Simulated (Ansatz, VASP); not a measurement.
# One calculation of MgS (Niningerite), two programs

```
S Mg
1.0
     0.00000    2.60165    2.60165
     2.60165    0.00000    2.60165
     2.60165    2.60165    0.00000
S Mg
1 1
Direct
  0.50000 0.50000 0.50000
  0.00000 0.00000 0.00000
```

Alike in both runs: task relaxation of cell and atoms; functional PBE; k mesh 9 × 9 × 9; occupations fermi-dirac, width 0.05 eV; no spin polarisation.

|  | VASP | Ansatz |
| --- | --- | --- |
| version | VASP 6.6.1 | Ansatz 0.2.0 |
| potentials or method | VASP PAW PBE potentials, release 64 (S_h, Mg) | Ansatz PAW |
| plane-wave cutoff (eV) | 900 | 420 |
| valence electrons in the cell | 8 | 16 |

|  | VASP | Ansatz | Ansatz less VASP |
| --- | --- | --- | --- |
| gap on the k mesh at the Fermi level, each at its own relaxed structure (eV) | 2.88 | 2.89 | +0.009 |
| relaxed volume (Å³/atom) | 17.81 | 17.88 | +0.065 |
| relaxed cell length with the largest relative difference (Å) | 3.693 | 3.698 | +0.0045 |

The two sets of potentials don't hold the same shells in valence.

Caveats: an odd mesh through Γ misses points on the zone boundary, where band edges often lie (VASP); odd divisions of the mesh miss points on the zone boundary, where band edges often lie, so the gap on the mesh can be too wide (Ansatz); the plane-wave basis is chosen anew once the cell has moved, so the energies of steps on either side of that aren't comparable (Ansatz). Zero-point motion and thermal expansion aren't in these numbers.
